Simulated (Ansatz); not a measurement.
Cartesian coordinates in Å:
```
C 0.065 -0.641 -1.480
C -0.201 0.665 -1.457
C 0.134 1.171 -0.074
C -0.953 0.580 0.866
C -0.644 -0.936 0.839
C 0.581 -1.022 -0.113
C 1.321 0.265 0.271
H -0.162 -1.340 -2.275
H -0.690 1.247 -2.229
H 0.280 2.246 0.025
H -0.845 0.987 1.874
H -1.960 0.815 0.520
H -0.378 -1.303 1.834
H -1.481 -1.534 0.478
H 1.137 -1.957 -0.049
H 2.195 0.454 -0.356
H 1.602 0.303 1.327
```

Total charge 0; spin multiplicity 1.

(1) List the ωB97M-V/def2-TZVPP orbital energies in eV (Ansatz 0.2.0). (Best estimate.)

Answers

(1) Computed: Occupied: -281.46, -281.46, -281.20, -281.20, -281.16, -281.15, -281.12, -27.51, -23.50, -22.77, -22.16, -18.89, -18.24, -17.05, -16.90, -15.87, -14.87, -13.48, -13.08, -12.12, -12.07, -11.94, -11.69, -11.42, -10.75, -9.06. Lowest empty: 2.44, 2.76, 3.68, 3.73, 3.88, 4.13, 4.48, 4.55.
